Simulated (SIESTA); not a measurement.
The system is PtSe2 (Sudovikovite).

```
Pt Se
1.0
     3.72400    0.00000    0.00000
    -1.86200    3.22508    0.00000
     0.00000    0.00000    5.06200
Pt Se
1 2
Direct
  0.00000 0.00000 0.00000
  0.66667 0.33333 0.75000
  0.33333 0.66667 0.25000
```

Program: SIESTA 5.4.2. Alike in all runs: cell as given; smearing fermi-dirac 0.05 eV; grid cutoff 800 Ry.

Question: Order these runs on this cell by their pressure, lowest first.
A. level PBE; potentials or basis PseudoDojo 0.4 standard (PBE files), DZ (energy shift 0.01 Ry); spin off; k mesh 8 × 8 × 5; energy shift 0.01 Ry
B. level BLYP; potentials or basis PseudoDojo 0.4 standard (PBE files), DZP (energy shift 0.002 Ry); spin off; k mesh 8 × 8 × 5; energy shift 0.002 Ry
C. level PBE; potentials or basis PseudoDojo 0.4 standard (PBE files), DZP (energy shift 0.002 Ry); spin off; k mesh 8 × 8 × 5; energy shift 0.002 Ry
D. level PBE; potentials or basis PseudoDojo 0.4 standard (PBE files, fully relativistic), DZP (energy shift 0.002 Ry); spin non-collinear, zero start, SOC; k mesh 6 × 6 × 4; energy shift 0.002 Ry

Answer: A (7.8 GPa), D (12.8 GPa), C (14.7 GPa), B (21.5 GPa).

Caveats: semicore shells carry a single zeta, which can move pressures by several GPa and volumes by a few percent; the basis of atomic orbitals isn't converged, which shifts pressures, moduli and gaps; so large a pressure means that the cell lies far from this level's equilibrium, or that cutoff or potentials fall short (some runs); the potentials were made for another functional, which shifts forces and pressure (some runs); the basis has no polarisation orbitals (some runs).
